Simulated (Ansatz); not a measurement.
# Phonon dispersion of NaF

These are results of DFT PBE, scalar-relativistic, plane waves, PAW in Ansatz, not measurements. Plane waves to 420 eV; Γ-centred k mesh 8×8×8; fixed occupations. No spin polarisation. Phonons by linear response, acoustic sum rule imposed.

Relaxed structure:
```xyz
2
Lattice="0.0000 2.3505 2.3505 2.3505 0.0000 2.3505 2.3505 2.3505 0.0000" Properties=species:S:1:pos:R:3 pbc="T T T"
Na    2.3505    2.3505    2.3505
F     0.0000    0.0000    0.0000
```

The cell has the rock salt type, in a space group that the Crystallography Open Database lists for this formula; it was reached from a generator's guess.

Force constants from linear response on a 4×4×4 q mesh.

Problem. Is the structure dynamically stable on this mesh?

Solution. Yes, on this mesh: no mode is imaginary.

Problem. Give the frequencies (cm⁻¹; i marks imaginary ones) at the irreducible q points, in fractions of the reciprocal vectors, the Γ row without the LO field.

Solution.
```tsv
q	star	frequencies
0.000 0.000 0.000	1	0 0 0 224 224 224
0.000 0.000 0.250	8	100 100 163 213 213 366
0.000 0.000 -0.500	4	163 163 184 184 287 296
0.000 0.250 0.250	6	100 100 182 231 231 333
0.000 0.250 -0.500	24	144 185 219 219 241 287
0.000 0.250 -0.250	12	159 163 187 218 241 310
0.000 -0.500 -0.500	3	141 141 239 239 243 274
0.250 -0.500 -0.250	6	194 206 206 218 252 252
```
